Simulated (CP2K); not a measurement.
**Al under changes of volume**

One of the cells (16.669 Å³/atom); the others are scaled copies at fixed shape and fractional positions:

```
Al
1.0
     2.81246    0.00000    0.00000
    -1.40623    2.43566    0.00000
     0.00000    0.00000    4.86685
Al
2
Direct
  0.33333 0.66667 0.25000
  0.66667 0.33333 0.75000
```

This isn't the form of Al at room conditions, which is fcc.

- Program: CP2K 2026.2
- Functional: PBEsol
- Potentials or basis: POTENTIAL_UZH Al GTH-PBE-q3; TZVP-MOLOPT-PBE-GTH basis
- Density cutoff: 6123 eV
- k mesh: 11 × 11 × 6
- Occupations: fermi-dirac, width 0.05 eV
- Spin: no spin polarisation

```tsv
volume (Å³/atom)	energy over the lowest point (meV/atom)	pressure (GPa)
15.669	15.72	5.4
16.003	?	?
16.336	1.50	1.6
16.669	0.00	-0.1
17.003	1.74	-1.5
17.336	6.40	-2.9
17.670	13.69	-4.0
```

**Question.** What does the run at 16.003 Å³/atom give?

**Answer.** Energy over the lowest point 6.61 meV/atom; pressure 3.4 GPa.

Worked out: A Birch-Murnaghan fit of order 3 (a polynomial in V^(-2/3)) to the other rows has its minimum at 16.65 Å³/atom with B0 = V·E''(V) = 78 GPa and B' = 4.3 at fixed shape and positions, which overstates the stiffness. It gives 6.59 meV/atom at 16.003 Å³/atom, against the run's 6.61, and -dE/dV = 3.4 GPa, against 3.4.

Energies are extrapolated to zero smearing.

Caveats: the potentials were made for another functional, which shifts forces and pressure; the basis of atomic orbitals isn't converged, which shifts pressures, moduli and gaps.
